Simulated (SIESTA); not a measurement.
The system is GaAs.

```
As Ga
1.0
     0.00000    2.82685    2.82685
     2.82685    0.00000    2.82685
     2.82685    2.82685    0.00000
As Ga
1 1
Direct
  0.75000 0.75000 0.75000
  0.00000 0.00000 0.00000
```

Base run:

```yaml
Program: SIESTA 5.4.2
Functional: AM05
Potentials_or_basis: PseudoDojo 0.4 standard (PBEsol files)
Basis: DZP (energy shift 0.002 Ry; radii capped at 9.5 bohr)
Grid_cutoff: 800 Ry
Energy_shift: 0.002 Ry
k_mesh: 8 × 8 × 8
Occupations: fermi-dirac, width 0.05 eV
Spin: no spin polarisation
```

Its results: band gap on the k mesh 0.52 eV, direct; pressure 2.4 GPa.

Q: After a change of settings the same cell gave: band gap on the k mesh 0.43 eV, direct; pressure 2.3 GPa. Which change was it?
A. functional from AM05 to WC
B. functional from AM05 to BLYP; potentials or basis from PseudoDojo 0.4 standard (PBEsol files) to PseudoDojo 0.4 standard (PBE files)
C. functional from AM05 to PBE; potentials or basis from PseudoDojo 0.4 standard (PBEsol files) to PseudoDojo 0.4 standard (PBE files)
D. basis from DZP (energy shift 0.002 Ry; radii capped at 9.5 bohr) to DZP (energy shift 0.003 Ry; two zetas on semicore shells); energy shift from 0.002 Ry to 0.003 Ry

A: A.

Caveats: semicore shells carry a single zeta, which can move pressures by several GPa and volumes by a few percent; the potentials were made for another functional, which shifts forces and pressure; the basis of atomic orbitals isn't converged, which shifts pressures, moduli and gaps.

Not every run made on this cell is shown here.
